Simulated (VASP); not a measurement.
# CdTe (F-43m) in VASP: settings compared, part 2 of 2

VASP 6.6.1. Earlier steps stand in the parts before.

## 4. Phonons, LDA

This run uses another cell than the first one, of 33.07 Å³/atom, 0.911 times its volume.

POSCAR reads:

```
CdTe
1.0
   -0.0000000000      3.2097955501      3.2097955501
    3.2097955501      0.0000000000      3.2097955501
    3.2097955501      3.2097955501     -0.0000000000
  Cd              Te
     1     1
Direct
     0.0000000000000000    0.0000000000000000    0.0000000000000000
     0.2500000000000000    0.2500000000000000    0.2500000000000000
```

INCAR.step1 reads:

```
PREC = Accurate
ENCUT = 600
EDIFF = 1E-8
ISMEAR = 0
SIGMA = 0.03
LREAL = F
LASPH = T
NELM = 80
ALGO = Normal
ISIF = 3
LWAVE = F
LCHARG = F
GGA = CA
IBRION = 2
NSW = 40
EDIFFG = -0.002
```

INCAR.step2 reads:

```
PREC = Accurate
ENCUT = 600
EDIFF = 1E-8
ISMEAR = 0
SIGMA = 0.03
LREAL = F
LASPH = T
NELM = 80
ALGO = Normal
ISIF = 2
LWAVE = F
LCHARG = F
GGA = CA
IBRION = 6
NFREE = 2
POTIM = 0.015
NSW = 1
```

KPOINTS reads:

```
Automatic mesh
0
Gamma
  8 8 8
```

Potentials or basis: VASP PAW LDA potentials, release 64 (Cd, Te).

On the command line:

```sh
$ cat potpaw_LDA.64/Cd/POTCAR potpaw_LDA.64/Te/POTCAR > POTCAR
$ cp INCAR.step1 INCAR
$ mpirun -np 1 vasp_std > vasp.out
$ cp CONTCAR POSCAR
$ cp INCAR.step2 INCAR
$ mpirun -np 1 vasp_std > vasp.out
```

OUTCAR:

```text
PREC = Accurate
   ENCUT = 600
   EDIFF = 1E-8
   ISMEAR = 0
   LREAL = F
   LASPH = T
   NELM = 80
   ISIF = 2
   GGA = CA
   IBRION = 6
   NFREE = 2
   POTIM = 0.015
   NSW = 1

 ion  position               nearest neighbor table
   1  0.000  0.000  0.000-   2 2.78   2 2.78   2 2.78   2 2.78
   2  0.250  0.250  0.250-   1 2.78   1 2.78   1 2.78   1 2.78

  LATTYP: Found a face centered cubic cell.
 ALAT       =     6.4195911002

  Lattice vectors:

[... 766 lines left out ...]
  x     0.00000     0.00000     0.00000     0.00000     6.44772     0.00000
  y     0.00000     0.00000     0.00000     0.00000     0.00000     6.44772
  z     0.00000     0.00000     0.00000     6.44772     0.00000     0.00000

 INTERNAL STRAIN TENSOR FOR ION    2 for displacements in x,y,z  (eV/Angst):
          X           Y           Z          XY          YZ          ZX
  --------------------------------------------------------------------------------
  x     0.00000     0.00000     0.00000     0.00000    -6.44823     0.00000
  y     0.00000     0.00000     0.00000     0.00000     0.00000    -6.44823
  z     0.00000     0.00000     0.00000    -6.44823     0.00000     0.00000

 Eigenvectors and eigenvalues of the dynamical matrix
 ----------------------------------------------------

   1 f  =    4.457439 THz    28.006914 2PiTHz  148.684155 cm-1    18.434478 meV
             X         Y         Z           dx          dy          dz
      0.000000  0.000000  0.000000     0.000000    0.728848    0.000000
      1.604898  1.604898  1.604898     0.000000   -0.684675    0.000000
[... 21 lines left out ...]
   6 f/i=    0.001887 THz     0.011856 2PiTHz    0.062940 cm-1     0.007804 meV
             X         Y         Z           dx          dy          dz
      0.000000  0.000000  0.000000     0.000000    0.000000   -0.684675
      1.604898  1.604898  1.604898     0.000000    0.000000   -0.728848

 ELASTIC MODULI CONTR FROM IONIC RELAXATION (kBar)
 Direction    XX          YY          ZZ          XY          YZ          ZX
 --------------------------------------------------------------------------------
 XX          -0.0000     -0.0000     -0.0000     -0.0000     -0.0000     -0.0000
 YY          -0.0000     -0.0000     -0.0000     -0.0000     -0.0000      0.0000
 ZZ          -0.0000     -0.0000     -0.0000      0.0000     -0.0000     -0.0000
 XY          -0.0000     -0.0000      0.0000   -207.2881      0.0000      0.0000
 YZ          -0.0000     -0.0000     -0.0000      0.0000   -207.2881      0.0000
 ZX          -0.0000      0.0000     -0.0000      0.0000      0.0000   -207.2881
 --------------------------------------------------------------------------------
```

It took 83 s on 1 thread of Intel Xeon 6975P-C (Granite Rapids), shared host; peak memory 0.32 GiB.

Results:

- Highest phonon frequency at Γ, LO-TO splitting left out: 149 cm⁻¹

Phonon frequencies in cm⁻¹ (negative: imaginary):
| q point | frequencies |
| --- | --- |
| (0.000, 0.000, 0.000) | 0 0 0 149 149 149 |

The run has no spin-orbit coupling, so splittings on Te are missing.

## 5. Dielectric tensor, LDA

This run uses another cell than the first one, of 33.07 Å³/atom, 0.911 times its volume.

INCAR reads:

```
PREC = Accurate
ENCUT = 600
EDIFF = 1E-8
ISMEAR = 0
SIGMA = 0.03
LREAL = F
LASPH = T
NELM = 80
ALGO = Normal
ISIF = 2
LWAVE = F
LCHARG = F
GGA = CA
LEPSILON = T
```

KPOINTS reads:

```
Automatic mesh
0
Monkhorst-Pack
  12 12 12
```

POSCAR reads:

```
CdTe                                    
1.0
    0.0000000000      3.2097955501      3.2097955501
    3.2097955501      0.0000000000      3.2097955501
    3.2097955501      3.2097955501      0.0000000000
  Cd              Te            
     1     1
Direct
     0.0000000000000000    0.0000000000000000    0.0000000000000000
     0.2500000000000000    0.2500000000000000    0.2500000000000000
```

Potentials or basis: VASP PAW LDA potentials, release 64 (Cd, Te).

On the command line:

```sh
$ cat potpaw_LDA.64/Cd/POTCAR potpaw_LDA.64/Te/POTCAR > POTCAR
$ mpirun -np 1 vasp_std > vasp.out
```

OUTCAR:

```text
PREC = Accurate
   ENCUT = 600
   EDIFF = 1E-8
   ISMEAR = 0
   LREAL = F
   LASPH = T
   NELM = 80
   ISIF = 2
   GGA = CA
   LEPSILON = T

 ion  position               nearest neighbor table
   1  0.000  0.000  0.000-   2 2.78   2 2.78   2 2.78   2 2.78
   2  0.250  0.250  0.250-   1 2.78   1 2.78   1 2.78   1 2.78

  LATTYP: Found a face centered cubic cell.
 ALAT       =     6.4195911002

  Lattice vectors:

 A1 = (   0.0000000000,   3.2097955501,   3.2097955501)
 A2 = (   3.2097955501,   0.0000000000,   3.2097955501)
 A3 = (   3.2097955501,   3.2097955501,   0.0000000000)

Analysis of symmetry for initial positions (statically):
=====================================================================
 Subroutine PRICEL returns:
 Original cell was already a primitive cell.

 Routine SETGRP: Setting up the symmetry group for a
 face centered cubic supercell.

 Subroutine GETGRP returns: Found 24 space group operations
 (whereof 24 operations were pure point group operations)
 out of a pool of 48 trial point group operations.

The static configuration has the point symmetry T_d .

Analysis of symmetry for dynamics (positions and initial velocities):
=====================================================================
 Subroutine PRICEL returns:
 Original cell was already a primitive cell.

 Routine SETGRP: Setting up the symmetry group for a
 face centered cubic supercell.

 Subroutine GETGRP returns: Found 24 space group operations
 (whereof 24 operations were pure point group operations)
 out of a pool of 48 trial point group operations.

The dynamic configuration has the point symmetry T_d .

 Subroutine INISYM returns: Found 24 space group operations
 (whereof 24 operations are pure point group operations),
[... 562 lines left out ...]
 ------------------------------------------------------
           9.699359     0.000000    -0.000000
           0.000000     9.699359     0.000000
           0.000000     0.000000     9.699359
 ------------------------------------------------------

 Free energy of the ion-electron system (eV)
  ---------------------------------------------------
  ---------------------------------------------------
  free energy    TOTEN  =        -1.56772809 eV

  energy without entropy =       -1.56772809

------------------------ aborting loop because EDIFF is reached ----------------------------------------

--------------------------------------- Ionic step        2  -------------------------------------------

------------------------ aborting loop because EDIFF is reached ----------------------------------------

--------------------------------------- Ionic step        3  -------------------------------------------

 Free energy of the ion-electron system (eV)
  ---------------------------------------------------
  ---------------------------------------------------
  free energy    TOTEN  =        -1.56773346 eV

  energy without entropy =       -1.56773346

------------------------ aborting loop because EDIFF is reached ----------------------------------------

 PIEZOELECTRIC TENSOR FIELD DIRECTION 3  (e Angst)
 -----------------------------------------------------------------------------
    -0.00008 -2.44076  0.00000           (  0.00000  0.05794  0.00000)
    -2.44076 -0.00008  0.00000           (  0.05794  0.00000  0.00000)
     0.00000  0.00000 -0.00269           (  0.00000  0.00000 -0.00000)

 PIEZOELECTRIC TENSOR FIELD DIRECTION 3  (C/m^2)
 -----------------------------------------------------------------------------
    -0.00002 -0.59125  0.00000
    -0.59125 -0.00002  0.00000
     0.00000  0.00000 -0.00065

 MACROSCOPIC STATIC DIELECTRIC TENSOR (including local field effects in DFT)
 ------------------------------------------------------
           9.111970     0.000000    -0.000000
           0.000000     9.111970     0.000000
           0.000000    -0.000000     9.111970
 ------------------------------------------------------

 PIEZOELECTRIC TENSOR (including local field effects)  for field in x, y, z        (e  Angst)
          XX          YY          ZZ          XY          YZ          ZX
  --------------------------------------------------------------------------------
  x    -0.00000     0.00000     0.00000     0.00000    -2.44453     0.00000
  y     0.00000     0.00000    -0.00000    -0.00000     0.00000    -2.44453
  z     0.00000     0.00000    -0.00000    -2.44453     0.00000     0.00000

 PIEZOELECTRIC TENSOR (including local field effects)  for field in x, y, z        (C/m^2)
          XX          YY          ZZ          XY          YZ          ZX
  --------------------------------------------------------------------------------
  x    -0.00000     0.00000     0.00000     0.00000    -0.59217     0.00000
  y     0.00000     0.00000    -0.00000    -0.00000     0.00000    -0.59217
  z     0.00000     0.00000    -0.00000    -0.59217     0.00000     0.00000

 BORN EFFECTIVE CHARGES (including local field effects) (in |e|, cummulative output)
 ---------------------------------------------------------------------------------
 ion    1
    1     2.12313     0.00000     0.00000
    2     0.00000     2.12313     0.00000
    3    -0.00000     0.00000     2.12313
 ion    2
    1    -2.12313     0.00000     0.00000
    2     0.00000    -2.12313    -0.00000
    3     0.00000    -0.00000    -2.12313
```

stdout:

```text
POSCAR found type information on POSCAR CdTe
 POSCAR found :  2 types and       2 ions
 scaLAPACK will be used
 LDA part: xc-table for (Slater(with rela. corr.)+CA(PZ))
 , standard interpolation
 -----------------------------------------------------------------------------
[... 38 lines left out ...]
 dielectric tensor                  component  3 :     0.031    -2.495     7.560
 Linear response to external field, progress :
  Direction:   1
 dielectric tensor                  component  1 :     9.112     0.417     0.000
 Linear response to external field, progress :
  Direction:   2
 dielectric tensor                  component  2 :     0.000     9.112    -0.731
 Linear response to external field, progress :
  Direction:   3
 dielectric tensor                  component  3 :     0.774    -0.155     9.112
 Born effective charges drift removed
```

Wall time 24 min (1 thread of Intel Xeon 6975P-C (Granite Rapids), shared host); peak memory 2.1 GiB.

What came out:

| Item | Value |
| --- | --- |
| Electronic dielectric tensor (diagonal) | 9.11 |
| Born charges (mean of the diagonal) | Cd +2.12; Te -2.12 e |

Electronic dielectric tensor:
```
9.11 0.00 0.00
0.00 9.11 0.00
0.00 0.00 9.11
```

Born effective charge tensors (e):
atom 1, Cd
```
2.12 0.00 0.00
0.00 2.12 0.00
0.00 0.00 2.12
```
atom 2, Te
```
-2.12  0.00  0.00
 0.00 -2.12  0.00
 0.00  0.00 -2.12
```
